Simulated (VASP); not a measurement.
# VSi (Fm-3m) in VASP: electric field gradients with PBE

Aim: the electric field gradients of VSi with PBE.

Program: VASP 6.6.1. These are calculated values, not measurements. Logs are shortened: lines on timing, memory, paths and dates and some standing lists are left out, and cuts for length are marked.

**1. The undisturbed crystal**

The structure is cubic, space group Fm-3m (No. 225). Conventional cell: a = 4.887 Å, b = 4.887 Å, c = 4.887 Å, α = 90.00°, β = 90.00°, γ = 90.00°. Around V (site symmetry m-3m) lie 6 Si at 2.44 Å. Si (site symmetry m-3m) is surrounded by 6 V at 2.44 Å.

The cell comes from a database or a generator and needn't be the stable form of this composition.

**2. Electric field gradients, PBE, collinear spin, typed start (volume scaled by 1.04)**

File INCAR:

```
PREC = Accurate ; ENCUT = 520
EDIFF = 1E-8 ; ISMEAR = -1
SIGMA = 0.03 ; LREAL = F
LASPH = T ; NELM = 150
ALGO = Fast ; ISIF = 2
LWAVE = F ; LCHARG = F
ISPIN = 2 ; MAGMOM = 1.5 0
LORBIT = 11 ; LMAXMIX = 4
GGA = PE ; LEFG = T
NBANDS = 20
```

File KPOINTS:

```
Automatic mesh
0
Gamma
  13 13 13
```

File POSCAR:

```
VSi
1.0
    0.0000000000      2.4758166058      2.4758166058
    2.4758166058      0.0000000000      2.4758166058
    2.4758166058      2.4758166058      0.0000000000
V Si
1 1
Direct
    0.0000000000      0.0000000000      0.0000000000
    0.5000000000      0.5000000000      0.5000000000
```

Potentials or basis: VASP PAW PBE potentials, release 64 (V_sv, Si).

The run is started by

```sh
$ cat potpaw_PBE.64/V_sv/POTCAR potpaw_PBE.64/Si/POTCAR > POTCAR
$ mpirun -np 1 vasp_std > vasp.out
```

OUTCAR:

```text
PREC = Accurate
   ENCUT = 520
   EDIFF = 1E-8
   ISMEAR = -1
   LREAL = F
   LASPH = T
   NELM = 150
   ISIF = 2
   ISPIN = 2
   LORBIT = 11
   GGA = PE

 ion  position               nearest neighbor table
   1  0.000  0.000  0.000-   2 2.48   2 2.48   2 2.48   2 2.48   2 2.48   2 2.48
   2  0.500  0.500  0.500-   1 2.48   1 2.48   1 2.48   1 2.48   1 2.48   1 2.48

  LATTYP: Found a face centered cubic cell.
 ALAT       =     4.9516332116

  Lattice vectors:

 A1 = (   0.0000000000,   2.4758166058,   2.4758166058)
 A2 = (   2.4758166058,   0.0000000000,   2.4758166058)
 A3 = (   2.4758166058,   2.4758166058,   0.0000000000)

Analysis of symmetry for initial positions (statically):
=====================================================================
 Subroutine PRICEL returns:
 Original cell was already a primitive cell.

 Routine SETGRP: Setting up the symmetry group for a
 face centered cubic supercell.

 Subroutine GETGRP returns: Found 48 space group operations
 (whereof 48 operations were pure point group operations)
 out of a pool of 48 trial point group operations.

The static configuration has the point symmetry O_h .

Analysis of symmetry for dynamics (positions and initial velocities):
=====================================================================
 Subroutine PRICEL returns:
 Original cell was already a primitive cell.

 Routine SETGRP: Setting up the symmetry group for a
 face centered cubic supercell.

 Subroutine GETGRP returns: Found 48 space group operations
 (whereof 48 operations were pure point group operations)
 out of a pool of 48 trial point group operations.

The dynamic configuration has the point symmetry O_h .

Analysis of structural, dynamic, and magnetic symmetry:
=====================================================================
 Subroutine PRICEL returns:
 Original cell was already a primitive cell.

 Routine SETGRP: Setting up the symmetry group for a
 face centered cubic supercell.

 Subroutine GETGRP returns: Found 48 space group operations
 (whereof 48 operations were pure point group operations)
 out of a pool of 48 trial point group operations.

The overall configuration has the point symmetry O_h .

 Subroutine INISYM returns: Found 48 space group operations
 (whereof 48 operations are pure point group operations),
 and found     1 'primitive' translations

----------------------------------------------------------------------------------------

                                     Primitive cell

  volume of cell :      30.3519

  direct lattice vectors                    reciprocal lattice vectors
     0.000000000  2.475816606  2.475816606    -0.201953569  0.201953569  0.201953569
     2.475816606  0.000000000  2.475816606     0.201953569 -0.201953569  0.201953569
     2.475816606  2.475816606  0.000000000     0.201953569  0.201953569 -0.201953569

  length of vectors
     3.501333422  3.501333422  3.501333422     0.349793842  0.349793842  0.349793842

  position of ions in fractional coordinates (direct lattice)
     0.000000000  0.000000000  0.000000000
     0.500000000  0.500000000  0.500000000

  ion indices of the primitive-cell ions
   primitive index   ion index
                 1           1
                 2           2

----------------------------------------------------------------------------------------

 KPOINTS: Automatic mesh

Automatic generation of k-mesh.
 Grid dimensions read from file:
 generate k-points for:   13   13   13

 Generating k-lattice:

  Cartesian coordinates                     Fractional coordinates (reciprocal lattice)
    -0.015534890  0.015534890  0.015534890     0.076923077  0.000000000  0.000000000
     0.015534890 -0.015534890  0.015534890     0.000000000  0.076923077  0.000000000
     0.015534890  0.015534890 -0.015534890     0.000000000  0.000000000  0.076923077

[... 59 lines left out ...]
   NSW    =      0    number of steps for IOM
   IBRION =     -1    ionic relax: 0-MD 1-quasi-New 2-CG
   NFREE  =      0    steps in history (QN), initial steepest desc. (CG)
   ISIF   =      2    stress and relaxation
   ISYM   =      2    0-nonsym 1-usesym 2-fastsym
   POTIM  = 0.5000    time-step for ionic-motion
   TEBEG  =    0.0;   TEEND  =   0.0 temperature during run
   PSTRESS=    0.0 pullay stress
   NELECT =      17.0000    total number of electrons
   NUPDOWN=      -1.0000    fix difference up-down
   EMIN   =  10.00;   EMAX   =-10.00  energy-range for DOS
   EFERMI =   0.00;   METHOD = LEGACY
   ISMEAR =    -1;   SIGMA  =   0.03  broadening in eV -4-tet -1-fermi 0-gaus
   EFERMI_NEDOS =   21; number of points for ismear=-14 and -15
   IALGO  =     68    algorithm
   IMIX   =      4    mixing-type and parameters
     AMIX     =   0.40;   BMIX     =  1.00
     AMIX_MAG =   1.60;   BMIX_MAG =  1.00
  volume/ion in A,a.u.               =      15.18       102.41
  Fermi-wavevector in a.u.,A,eV,Ry     =   1.349468  2.550125 24.777087  1.821065
  Thomas-Fermi vector in A             =   2.477053
   LORBIT       =     11    0 simple, 1 ext, 2 COOP (PROOUT), +10 PAW based schemes
   GGA     = PE    functional components
   LHFCALC =     F    Hartree Fock is set to
   AEXX    =    0.0000 exact exchange contribution
   IVDW    =     0    specifies the selected vdW correction
   LEPSILON=     F    determine dielectric tensor
   LRPA    =     F    only Hartree local field effects (RPA)
 spin polarized calculation
 RMM-DIIS sequential band-by-band and
  energy-cutoff  :      520.00
  volume of cell :       30.35
 maximum number of plane-waves:       869
 NGX is ok and might be reduce to    28

 number of electron      17.0000000 magnetization       0.0002296

 Free energy of the ion-electron system (eV)
  ---------------------------------------------------
  ext. energy  EPLUGINS =         0.00000000
  ---------------------------------------------------
  free energy    TOTEN  =       -14.40404315 eV

  energy without entropy =      -14.39714549  energy(sigma->0) =      -14.40059432

 E-fermi :   8.9407     XC(G=0): -11.5229

 val. band max:        8.9299643232   @ k =   0.4615   0.2308   0.0000
 cond. band min:       8.9533897942   @ k =   0.3077   0.1538   0.0769
 fundamental gap:      0.0234254710
 Fermi energy:         8.9407245161

 spin component 1

 k-point     1 :       0.0000    0.0000    0.0000
  band No.  band energies     occupation
      1     -55.5119      1.00000
      2     -29.3544      1.00000
      3     -29.3544      1.00000
      4     -29.3544      1.00000
      5      -2.0454      1.00000
      6       8.0904      1.00000
[... 541 lines left out ...]
     19      25.0011      0.00000
     20      27.9344      0.00000

 [... further k-points ...]

 spin component 2

 k-point     1 :       0.0000    0.0000    0.0000
  band No.  band energies     occupation
      1     -55.5116      1.00000
      2     -29.3542      1.00000
      3     -29.3542      1.00000
      4     -29.3542      1.00000
      5      -2.0454      1.00000
      6       8.0906      1.00000
[... 541 lines left out ...]
     19      25.0012      0.00000
     20      27.9344      0.00000

 [... further k-points ...]

------------------------ aborting loop because EDIFF is reached ----------------------------------------

  FORCE on cell =-STRESS in cart. coord.  units (eV):
  Direction    XX          YY          ZZ          XY          YZ          ZX
  --------------------------------------------------------------------------------------
  -------------------------------------------------------------------------------------
  Total       -0.9401404     -0.9401404     -0.9401404      0.0000000      0.0000000      0.0000000
  in kB      -49.6269827    -49.6269827    -49.6269827      0.0000000      0.0000000      0.0000000
  external PRESSURE =     -49.6269827 kB  Pullay stress =       0.0000000 kB

 VOLUME and BASIS-vectors are now :
 -----------------------------------------------------------------------------
  energy-cutoff  :      520.00
  volume of cell :       30.35
      direct lattice vectors                 reciprocal lattice vectors
     0.000000000  2.475816606  2.475816606    -0.201953569  0.201953569  0.201953569
     2.475816606  0.000000000  2.475816606     0.201953569 -0.201953569  0.201953569
     2.475816606  2.475816606  0.000000000     0.201953569  0.201953569 -0.201953569

 POSITION                                       TOTAL-FORCE (eV/Angst)
 -----------------------------------------------------------------------------------
      0.00000      0.00000      0.00000         0.000000     -0.000000      0.000000
      2.47582      2.47582      2.47582        -0.000000      0.000000     -0.000000
 -----------------------------------------------------------------------------------
    total drift:                               -0.000000     -0.000000      0.000000

  FREE ENERGIE OF THE ION-ELECTRON SYSTEM (eV)
  ---------------------------------------------------
  free  energy   TOTEN  =       -14.4040431488 eV

  energy  without entropy=      -14.3971454899  energy(sigma->0) =      -14.40059432

 Electric field gradients (V/A^2)
---------------------------------------------------------------------
 ion       V_xx      V_yy      V_zz      V_xy      V_xz      V_yz
---------------------------------------------------------------------
   1      -0.000     0.000     0.000    -0.001    -0.001    -0.001
   2      -0.000     0.000    -0.000     0.000     0.000     0.000
---------------------------------------------------------------------

 Electric field gradients after diagonalization (V/A^2)
 (convention: |V_zz| > |V_xx| > |V_yy|)
----------------------------------------------------------------------
 ion       V_xx      V_yy      V_zz     asymmetry (V_yy - V_xx)/ V_zz
----------------------------------------------------------------------
   1       0.001     0.001    -0.003       0.000
   2      -0.000    -0.000     0.000       0.000
----------------------------------------------------------------------

           NMR quadrupolar parameters

 Cq : quadrupolar parameter    Cq=e*Q*V_zz/h
 eta: asymmetry parameters     (V_yy - V_xx)/ V_zz
 Q  : nuclear electric quadrupole moment in mb (millibarn)
----------------------------------------------------------------------
 ion       Cq(MHz)       eta       Q (mb)
----------------------------------------------------------------------
   1      -0.000       0.000       1.000
   2       0.000       0.000       1.000
----------------------------------------------------------------------

 total charge

# of ion       s       p       d       tot
------------------------------------------
    1        2.218   6.171   3.162  11.552
    2        0.796   0.928   0.000   1.724
--------------------------------------------------
tot          3.015   7.099   3.162  13.275

 magnetization (x)

# of ion       s       p       d       tot
------------------------------------------
    1        0.000  -0.000   0.000   0.000
    2       -0.000  -0.000   0.000  -0.000
--------------------------------------------------
tot         -0.000  -0.000   0.000   0.000
```

It took 2.3 min on 1 thread of Intel Xeon Platinum 8375C at 2.90GHz (Ice Lake), shared host; peak memory 0.22 GiB.

Results:

```yaml
Free_energy: -14.4040 eV
Pressure: -5.0 GPa
Band_gap_on_the_k_mesh: none (metal or under the smearing width)
Net_moment: 0.00 μB per cell
Valence_electrons_inside_the_program's_atomic_spheres: V 11.55; Si 1.72
```

Electric field gradients, principal values (V/Å²):
```
atom    Vxx    Vyy     Vzz
 1 V  0.001  0.001  -0.003
2 Si  0.000  0.000   0.000
```
